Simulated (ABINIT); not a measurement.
# Beyond one shot: BaO (Fm-3m)

How far does self-consistency move the gap of BaO (Fm-3m)?

Program: ABINIT 10.8.3. Level of theory: LDA and many-body steps on it, plane waves. Results are calculated unless marked as measured.

Report form: the programs' logs are mostly left out.

The database entry behind the starting cell differs from later determinations by our own check (about 0.7 % short), so it need not match the best structure at ambient conditions.

## (1) The starting structure

Symmetry: Fm-3m, No. 225, cubic system. The conventional cell has a = 5.500 Å, b = 5.500 Å, c = 5.500 Å, α = 90.00°, β = 90.00°, γ = 90.00°. Nearest to Ba lie 6 O at 2.75 Å. Nearest to O lie 6 Ba at 2.75 Å. Farther neighbours and most contacts between anions are not listed.

The cell and positions come from the Crystallography Open Database and are kept as given unless a step says otherwise. Spin-orbit coupling is left out unless a step names it.

## (2) Empty states on the mesh, 4×4×4 mesh, 50 bands

This step: ABINIT 10.8.3; DFT, LDA, plane waves, norm-conserving pseudopotentials.

The sums over transitions need many empty states on a uniform mesh; this step solves for them.

File run.abi:

```
acell 3*1.0 Angstrom
rprim 
  -0.000000000000 2.750000000000 2.750000000000
  2.750000000000 -0.000000000000 2.750000000000
  2.750000000000 2.750000000000 -0.000000000000
ntypat 2
znucl 56 8
natom 2
typat 1 2
xred 
  0.000000000000 0.000000000000 0.000000000000
  0.500000000000 0.500000000000 0.500000000000
pp_dirpath "pseudos"
pseudos "Ba.upf, O.upf"
ecut 36
ngkpt 4 4 4
nshiftk 1
shiftk 0 0 0
kptopt 1
chksymbreak 0
iscf -2
irdden 1
istwfk *1
nband 50
nbdbuf 4
tolwfr 1e-09
nstep 60
prtvol 0
indata_prefix "in"
outdata_prefix "out"
tmpdata_prefix "tmp"
```

Run with:

```sh
OMP_NUM_THREADS=1 mpirun -n 4 abinit run.abi > log
```

Run time: 7.3 s. Hardware: 4 MPI ranks of Arm Neoverse V1, shared host; peak memory 0.26 GiB; 29 s of CPU time.

Numbers from this step:

```
gap                                                           : 1.801 eV
k of the valence top                                          : 0.5, 0.5, 0
k of the conduction bottom                                    : 0.5, 0.5, 0
least direct gap                                              : 1.801 eV
k points computed                                             : 8
lowest point of the top converged band, above the valence top : 43.74 eV
```

On this mesh the gap is 1.801 eV.

The density comes from a self-consistent run that is not shown.

## (3) Screening, 4×4×4 mesh, 46 bands, screening to 106.1 eV

The RPA dielectric matrix is built and inverted for each q.

This step: RPA screening on LDA, plane waves, norm-conserving pseudopotentials.

Changes to run.abi since step 2:

```diff
@@ -20,10 +20,11 @@
 chksymbreak 0
-iscf -2
-irdden 1
 istwfk *1
-nband 50
-nbdbuf 4
-tolwfr 1e-09
-nstep 60
-prtvol 0
+occopt 1
+irdwfk 1
+optdriver 3
+nband 46
+ecuteps 3.9
+inclvkb 2
+awtr 1
+symchi 1
 indata_prefix "in"
```

The job ended after 7.4 s (4 MPI ranks; peak memory 0.51 GiB; 29 s of CPU time).

Numbers from this step:

| Item | Value |
| --- | --- |
| ε∞ with local fields, on this mesh, along the program's q direction | 4.345 |
| the same without local fields | 4.820 |
| plasma frequency | 23.03 eV |
| plane waves in the screening matrix | 113 |

Local fields lower ε∞ by 10 %. On a Γ-centred mesh this coarse the value itself is usually too large, while a short band sum pulls it down.

## (4) G0W0

The self-energy is evaluated for the states that the input lists, and the levels follow from it, in one-shot runs by the linearised quasiparticle equation.

This step: G0W0 on LDA, plane waves, norm-conserving pseudopotentials.

Changes to run.abi since step 3:

```diff
@@ -23,8 +23,17 @@
 irdwfk 1
-optdriver 3
+optdriver 4
 nband 46
+gwcalctyp 0
+ecutsigx 36
+symsigma 1
+nkptgw 2
+kptgw 
+  0.5000000000 0.5000000000 0.0000000000
+  0.0000000000 0.0000000000 0.0000000000
+bdgw 
+  6 10
+  6 12
 ecuteps 3.9
-inclvkb 2
-awtr 1
-symchi 1
+irdscr 1
+ppmodel 1
 indata_prefix "in"
```

Run time: 3.9 s. Hardware: 4 MPI ranks; peak memory 0.54 GiB.

Numbers from this step:

| Item | Value |
| --- | --- |
| G0W0 gap on the points computed | 3.094 eV |
| starting gap on the mesh | 1.801 eV |
| k of the valence top | 0.5, 0.5, 0 |
| k of the conduction bottom | 0.5, 0.5, 0 |
| Z at the valence top | 0.775 |
| Z at the conduction bottom | 0.847 |
| least direct G0W0 gap on the computed points | 3.094 eV |

The gap on the mesh goes from 1.80 eV to 3.09 eV, a correction of +1.29 eV.

## (5) evGW0, cycle 1

This step: evGW0 on LDA, plane waves, norm-conserving pseudopotentials.

Changes to run.abi since step 4:

```diff
@@ -25,12 +25,24 @@
 nband 46
-gwcalctyp 0
+gwcalctyp 10
 ecutsigx 36
 symsigma 1
-nkptgw 2
+nkptgw 8
 kptgw 
+  0.0000000000 0.0000000000 0.0000000000
+  0.2500000000 0.0000000000 0.0000000000
+  0.5000000000 0.0000000000 0.0000000000
+  0.2500000000 0.2500000000 0.0000000000
+  0.5000000000 0.2500000000 0.0000000000
+  -0.2500000000 0.2500000000 0.0000000000
   0.5000000000 0.5000000000 0.0000000000
-  0.0000000000 0.0000000000 0.0000000000
+  -0.2500000000 0.5000000000 0.2500000000
 bdgw 
-  6 10
-  6 12
+  1 12
+  1 12
+  1 12
+  1 12
+  1 12
+  1 12
+  1 12
+  1 12
 ecuteps 3.9
```

Wall time 24 s (4 MPI ranks); peak memory 0.9 GiB.

This step gave:

```yaml
quasiparticle_gap_on_the_mesh: 3.364 eV
gap_of_the_density_functional_on_the_mesh: 1.801 eV
k_of_the_valence_top: 0.5, 0.5, 0
k_of_the_conduction_bottom: 0.5, 0.5, 0
z_at_the_valence_top: 0.775
z_at_the_conduction_bottom: 0.847
least_direct_quasiparticle_gap_on_the_computed_points: 3.364 eV
```

Against G0W0 in ABINIT (4×4×4 mesh, 46 bands, screening to 106.1 eV, Godby-Needs plasmon pole), the gap moves by +0.270 eV. This first cycle still uses the starting levels; it takes the full correction, at all points of the mesh, and its linearised value is 3.094 eV.

## (6) evGW0, cycle 2

The corrected levels of the last cycle go back in.

Changes to run.abi since step 5:

```diff
@@ -50,2 +50,3 @@
 ppmodel 1
+irdqps 1
 indata_prefix "in"
```

It took 25 s on 4 MPI ranks; peak memory 0.9 GiB.

This step gave:

```yaml
quasiparticle_gap_on_the_mesh: 3.299 eV
gap_of_the_density_functional_on_the_mesh: 1.801 eV
k_of_the_valence_top: 0.5, 0.5, 0
k_of_the_conduction_bottom: 0.5, 0.5, 0
least_direct_quasiparticle_gap_on_the_computed_points: 3.299 eV
```

Against the cycle before, the gap moves by −0.065 eV.

## (7) evGW0, cycle 3

run.abi is that of step 6.

The job ended after 24 s (4 MPI ranks; peak memory 0.9 GiB; 97 s of CPU time).

This step gave:

| Item | Value |
| --- | --- |
| quasiparticle gap on the mesh | 3.296 eV |
| gap of the density functional on the mesh | 1.801 eV |
| k of the valence top | 0.5, 0.5, 0 |
| k of the conduction bottom | 0.5, 0.5, 0 |
| least direct quasiparticle gap on the computed points | 3.296 eV |

Against the cycle before, the gap moves by −0.003 eV.

## (8) Screening, 4×4×4 mesh, 46 bands, screening to 106.1 eV

This step: RPA screening on LDA, plane waves, norm-conserving pseudopotentials.

File run.abi:

```
acell 3*1.0 Angstrom
rprim 
  -0.000000000000 2.750000000000 2.750000000000
  2.750000000000 -0.000000000000 2.750000000000
  2.750000000000 2.750000000000 -0.000000000000
ntypat 2
znucl 56 8
natom 2
typat 1 2
xred 
  0.000000000000 0.000000000000 0.000000000000
  0.500000000000 0.500000000000 0.500000000000
pp_dirpath "pseudos"
pseudos "Ba.upf, O.upf"
ecut 36
ngkpt 4 4 4
nshiftk 1
shiftk 0 0 0
kptopt 1
chksymbreak 0
istwfk *1
occopt 1
irdwfk 1
optdriver 3
nband 46
ecuteps 3.9
inclvkb 2
awtr 1
symchi 1
gwcalctyp 10
mbpt_sciss 1.724 eV
nqptdm 1
qptdm 
  0 0 0
indata_prefix "in"
outdata_prefix "out"
tmpdata_prefix "tmp"
```

Run time: 3.1 s. Hardware: 4 MPI ranks; peak memory 0.51 GiB; 12 s of CPU time.

This step gave:

- ε∞ with local fields, on this mesh, along the program's q direction: 3.679
- the same without local fields: 4.050
- plasma frequency: 23.03 eV
- plane waves in the screening matrix: 113

This screening uses the functional's bands under a rigid shift, the mean opening of the cycle before.

## (9) Screening, 4×4×4 mesh, 46 bands, screening to 106.1 eV

This step: RPA screening on LDA from quasiparticle energies, plane waves, norm-conserving pseudopotentials.

Changes to run.abi since step 8:

```diff
@@ -29,7 +29,13 @@
 symchi 1
+irdqps 1
 gwcalctyp 10
-mbpt_sciss 1.724 eV
-nqptdm 1
+nqptdm 7
 qptdm 
-  0 0 0
+  0.2500000000 0.0000000000 0.0000000000
+  0.5000000000 0.0000000000 0.0000000000
+  0.2500000000 0.2500000000 0.0000000000
+  0.5000000000 0.2500000000 0.0000000000
+  -0.2500000000 0.2500000000 0.0000000000
+  0.5000000000 0.5000000000 0.0000000000
+  -0.2500000000 0.5000000000 0.2500000000
 indata_prefix "in"
```

File mrgscr.stdin:

```
2
merged
q0_SCR
out_SCR
1
```

Run with:

```sh
OMP_NUM_THREADS=1 mpirun -n 4 abinit run.abi > log; mrgscr < mrgscr.stdin
```

The job ended after 6.7 s (4 MPI ranks; peak memory 0.48 GiB; 26 s of CPU time).

This step gave:

```
plasma frequency                    : 23.03 eV
plane waves in the screening matrix : 113
```

This screening reads the quasiparticle levels of the cycle before.

## (10) evGW, cycle 1

This step: evGW on LDA, plane waves, norm-conserving pseudopotentials.

Changes to run.abi since step 9:

```diff
@@ -23,12 +23,10 @@
 irdwfk 1
-optdriver 3
+optdriver 4
 nband 46
-ecuteps 3.9
-inclvkb 2
-awtr 1
-symchi 1
-irdqps 1
 gwcalctyp 10
-nqptdm 7
-qptdm 
+ecutsigx 36
+symsigma 1
+nkptgw 8
+kptgw 
+  0.0000000000 0.0000000000 0.0000000000
   0.2500000000 0.0000000000 0.0000000000
@@ -40,2 +38,15 @@
   -0.2500000000 0.5000000000 0.2500000000
+bdgw 
+  1 12
+  1 12
+  1 12
+  1 12
+  1 12
+  1 12
+  1 12
+  1 12
+ecuteps 3.9
+irdscr 1
+ppmodel 1
+irdqps 1
 indata_prefix "in"
```

Run with:

```sh
OMP_NUM_THREADS=1 mpirun -n 4 abinit run.abi > log
```

It took 25 s on 4 MPI ranks; peak memory 0.9 GiB.

Numbers from this step:

| Quantity | Value |
| --- | --- |
| quasiparticle gap on the mesh | 3.7 eV |
| gap of the density functional on the mesh | 1.801 eV |
| k of the valence top | 0.5, 0.5, 0 |
| k of the conduction bottom | 0.5, 0.5, 0 |
| least direct quasiparticle gap on the computed points | 3.7 eV |

Against G0W0 in ABINIT (4×4×4 mesh, 46 bands, screening to 106.1 eV, Godby-Needs plasmon pole), the gap moves by +0.606 eV.

## (11) Screening, 4×4×4 mesh, 46 bands, screening to 106.1 eV

This step: RPA screening on LDA, plane waves, norm-conserving pseudopotentials.

File run.abi:

```
acell 3*1.0 Angstrom
rprim 
  -0.000000000000 2.750000000000 2.750000000000
  2.750000000000 -0.000000000000 2.750000000000
  2.750000000000 2.750000000000 -0.000000000000
ntypat 2
znucl 56 8
natom 2
typat 1 2
xred 
  0.000000000000 0.000000000000 0.000000000000
  0.500000000000 0.500000000000 0.500000000000
pp_dirpath "pseudos"
pseudos "Ba.upf, O.upf"
ecut 36
ngkpt 4 4 4
nshiftk 1
shiftk 0 0 0
kptopt 1
chksymbreak 0
istwfk *1
occopt 1
irdwfk 1
optdriver 3
nband 46
ecuteps 3.9
inclvkb 2
awtr 1
symchi 1
gwcalctyp 10
mbpt_sciss 2.151 eV
nqptdm 1
qptdm 
  0 0 0
indata_prefix "in"
outdata_prefix "out"
tmpdata_prefix "tmp"
```

Run time: 3.2 s. Hardware: 4 MPI ranks; peak memory 0.51 GiB.

This step gave:

```
ε∞ with local fields, on this mesh, along the program's q direction : 3.564
the same without local fields                                       : 3.916
plasma frequency                                                    : 23.03 eV
plane waves in the screening matrix                                 : 113
```

This screening uses the functional's bands under a rigid shift, the mean opening of the cycle before.

## (12) Screening, 4×4×4 mesh, 46 bands, screening to 106.1 eV

This step: RPA screening on LDA from quasiparticle energies, plane waves, norm-conserving pseudopotentials.

Changes to run.abi since step 11:

```diff
@@ -29,7 +29,13 @@
 symchi 1
+irdqps 1
 gwcalctyp 10
-mbpt_sciss 2.151 eV
-nqptdm 1
+nqptdm 7
 qptdm 
-  0 0 0
+  0.2500000000 0.0000000000 0.0000000000
+  0.5000000000 0.0000000000 0.0000000000
+  0.2500000000 0.2500000000 0.0000000000
+  0.5000000000 0.2500000000 0.0000000000
+  -0.2500000000 0.2500000000 0.0000000000
+  0.5000000000 0.5000000000 0.0000000000
+  -0.2500000000 0.5000000000 0.2500000000
 indata_prefix "in"
```

mrgscr.stdin is that of step 9.

Run with:

```sh
OMP_NUM_THREADS=1 mpirun -n 4 abinit run.abi > log; mrgscr < mrgscr.stdin
```

Elapsed: 6.6 s, on 4 MPI ranks; peak memory 0.48 GiB.

This step gave:

```yaml
plasma_frequency: 23.03 eV
plane_waves_in_the_screening_matrix: 113
```

This screening reads the quasiparticle levels of the cycle before.

## (13) evGW, cycle 2

This step: evGW on LDA, plane waves, norm-conserving pseudopotentials.

Changes to run.abi since step 12:

```diff
@@ -23,12 +23,10 @@
 irdwfk 1
-optdriver 3
+optdriver 4
 nband 46
-ecuteps 3.9
-inclvkb 2
-awtr 1
-symchi 1
-irdqps 1
 gwcalctyp 10
-nqptdm 7
-qptdm 
+ecutsigx 36
+symsigma 1
+nkptgw 8
+kptgw 
+  0.0000000000 0.0000000000 0.0000000000
   0.2500000000 0.0000000000 0.0000000000
@@ -40,2 +38,15 @@
   -0.2500000000 0.5000000000 0.2500000000
+bdgw 
+  1 12
+  1 12
+  1 12
+  1 12
+  1 12
+  1 12
+  1 12
+  1 12
+ecuteps 3.9
+irdscr 1
+ppmodel 1
+irdqps 1
 indata_prefix "in"
```

Run with:

```sh
OMP_NUM_THREADS=1 mpirun -n 4 abinit run.abi > log
```

It took 25 s on 4 MPI ranks; peak memory 0.9 GiB; 98 s of CPU time.

This step gave:

```yaml
quasiparticle_gap_on_the_mesh: 3.770 eV
gap_of_the_density_functional_on_the_mesh: 1.801 eV
k_of_the_valence_top: 0.5, 0.5, 0
k_of_the_conduction_bottom: 0.5, 0.5, 0
least_direct_quasiparticle_gap_on_the_computed_points: 3.770 eV
```

Against the cycle before, the gap moves by +0.070 eV.

## (14) Screening, 4×4×4 mesh, 46 bands, screening to 106.1 eV

This step: RPA screening on LDA, plane waves, norm-conserving pseudopotentials.

File run.abi:

```
acell 3*1.0 Angstrom
rprim 
  -0.000000000000 2.750000000000 2.750000000000
  2.750000000000 -0.000000000000 2.750000000000
  2.750000000000 2.750000000000 -0.000000000000
ntypat 2
znucl 56 8
natom 2
typat 1 2
xred 
  0.000000000000 0.000000000000 0.000000000000
  0.500000000000 0.500000000000 0.500000000000
pp_dirpath "pseudos"
pseudos "Ba.upf, O.upf"
ecut 36
ngkpt 4 4 4
nshiftk 1
shiftk 0 0 0
kptopt 1
chksymbreak 0
istwfk *1
occopt 1
irdwfk 1
optdriver 3
nband 46
ecuteps 3.9
inclvkb 2
awtr 1
symchi 1
gwcalctyp 10
mbpt_sciss 2.218 eV
nqptdm 1
qptdm 
  0 0 0
indata_prefix "in"
outdata_prefix "out"
tmpdata_prefix "tmp"
```

Elapsed: 3.1 s, on 4 MPI ranks; peak memory 0.51 GiB; 12 s of CPU time.

This step gave:

```yaml
eps_infinity_with_local_fields_on_this_mesh_along_the_program_s_q_direction: 3.547
the_same_without_local_fields: 3.896
plasma_frequency: 23.03 eV
plane_waves_in_the_screening_matrix: 113
```

This screening uses the functional's bands under a rigid shift, the mean opening of the cycle before.

## (15) Screening, 4×4×4 mesh, 46 bands, screening to 106.1 eV

This step: RPA screening on LDA from quasiparticle energies, plane waves, norm-conserving pseudopotentials.

Changes to run.abi since step 14:

```diff
@@ -29,7 +29,13 @@
 symchi 1
+irdqps 1
 gwcalctyp 10
-mbpt_sciss 2.218 eV
-nqptdm 1
+nqptdm 7
 qptdm 
-  0 0 0
+  0.2500000000 0.0000000000 0.0000000000
+  0.5000000000 0.0000000000 0.0000000000
+  0.2500000000 0.2500000000 0.0000000000
+  0.5000000000 0.2500000000 0.0000000000
+  -0.2500000000 0.2500000000 0.0000000000
+  0.5000000000 0.5000000000 0.0000000000
+  -0.2500000000 0.5000000000 0.2500000000
 indata_prefix "in"
```

mrgscr.stdin is that of step 12.

Run with:

```sh
OMP_NUM_THREADS=1 mpirun -n 4 abinit run.abi > log; mrgscr < mrgscr.stdin
```

Wall time 6.7 s (4 MPI ranks); peak memory 0.48 GiB.

Numbers from this step:

| Property | Result |
| --- | --- |
| plasma frequency | 23.03 eV |
| plane waves in the screening matrix | 113 |

This screening reads the quasiparticle levels of the cycle before.

## (16) evGW, cycle 3

This step: evGW on LDA, plane waves, norm-conserving pseudopotentials.

Changes to run.abi since step 15:

```diff
@@ -23,12 +23,10 @@
 irdwfk 1
-optdriver 3
+optdriver 4
 nband 46
-ecuteps 3.9
-inclvkb 2
-awtr 1
-symchi 1
-irdqps 1
 gwcalctyp 10
-nqptdm 7
-qptdm 
+ecutsigx 36
+symsigma 1
+nkptgw 8
+kptgw 
+  0.0000000000 0.0000000000 0.0000000000
   0.2500000000 0.0000000000 0.0000000000
@@ -40,2 +38,15 @@
   -0.2500000000 0.5000000000 0.2500000000
+bdgw 
+  1 12
+  1 12
+  1 12
+  1 12
+  1 12
+  1 12
+  1 12
+  1 12
+ecuteps 3.9
+irdscr 1
+ppmodel 1
+irdqps 1
 indata_prefix "in"
```

Run with:

```sh
OMP_NUM_THREADS=1 mpirun -n 4 abinit run.abi > log
```

Wall time 25 s (4 MPI ranks); peak memory 0.9 GiB.

This step gave:

- quasiparticle gap on the mesh: 3.778 eV
- gap of the density functional on the mesh: 1.801 eV
- k of the valence top: 0.5, 0.5, 0
- k of the conduction bottom: 0.5, 0.5, 0
- least direct quasiparticle gap on the computed points: 3.778 eV

Against the cycle before, the gap moves by +0.008 eV.

## (17) Side by side

Times are wall times on 4 MPI ranks of Arm Neoverse V1, shared host, good to a factor of about two. A run's time includes the screening step that it read.

| run | mesh | bands | screening cutoff (eV) | DFT gap (eV) | gap on the mesh (eV) | direct (eV) | ε∞ used | time |
| --- | --- | --- | --- | --- | --- | --- | --- | --- |
| G0W0 | 4×4×4 | 46 | 106.1 | 1.801 | 3.094 | 3.094 | 4.35 | 11 s |
| evGW0, cycle 1 | 4×4×4 | 46 | 106.1 | 1.801 | 3.364 | 3.364 | 4.35 | 32 s |
| evGW0, cycle 2 | 4×4×4 | 46 | 106.1 | 1.801 | 3.299 | 3.299 | 4.35 | 32 s |
| evGW0, cycle 3 | 4×4×4 | 46 | 106.1 | 1.801 | 3.296 | 3.296 | 4.35 | 32 s |
| evGW, cycle 1 | 4×4×4 | 46 | 106.1 | 1.801 | 3.700 | 3.700 | 3.68 | 34 s |
| evGW, cycle 2 | 4×4×4 | 46 | 106.1 | 1.801 | 3.770 | 3.770 | 3.56 | 34 s |
| evGW, cycle 3 | 4×4×4 | 46 | 106.1 | 1.801 | 3.778 | 3.778 | 3.55 | 34 s |

## (18) Results

```json
{"G0W0": "3.094 eV", "evGW0, cycle 1": "3.364 eV", "evGW0, cycle 2": "3.299 eV", "evGW0, cycle 3": "3.296 eV", "evGW, cycle 1": "3.700 eV", "evGW, cycle 2": "3.770 eV", "evGW, cycle 3": "3.778 eV", "known limits": "not at the basis limit; no spin-orbit coupling; coarse k mesh"}
```

Only the bands that the input lists are updated; the others, empty or deep, keep the functional's energies or take a rigid shift. The evGW loop starts from the last levels of evGW0, so its cycles and time come on top of those. evGW0 ends at 3.30 eV, +0.20 eV from G0W0, after 3 cycles that took 73 s beside the first screening; the last moved the gap by 0.003 eV. evGW ends at 3.78 eV, +0.68 eV from G0W0, after 3 cycles that took 1.7 min beside the first screening; the last moved the gap by 0.008 eV. The first cycle of evGW0 takes the full correction, without the factor Z, so it overshoots the one-shot value. Bands and cutoff are finite, so the gap is not at the basis limit. The miss can reach some tenths of an eV and take either sign; the mesh is an error of its own. The 4×4×4 mesh is coarse for this cell, which bears on the long-range parts of exchange and screening. In the updated screening the q = 0 part is built from Kohn-Sham bands under a rigid shift, the other q from the quasiparticle levels. The many-body steps are scalar-relativistic: spin-orbit coupling is not in them.

[Paths, hosts, dates, memory and timing lines, banners, echoed tables and standing remarks are left out of the program output.]

[Logs are printed without paths, hosts, clocks, repeated set-up lines and the standing remarks that a program may print on its own settings, such as how far it seeks lower states.]

[Runs of the session that timed out or met a known fault of the program may be left out.]

[Hosts, paths, dates, database ids (printed as entryN), source tags and the programs' standing remarks are cut or masked in the printed files.]

[G0W0 gaps are taken among the corrected bands and points alone; a level outside them can change the order at an edge.]

[Where Ansatz stands beside ABINIT at settings called matched, ABINIT's density can come from a denser mesh and the files from another edition; pairs whose starting gaps differed by over 0.03 eV were left out, so agreement reads better than it is.]
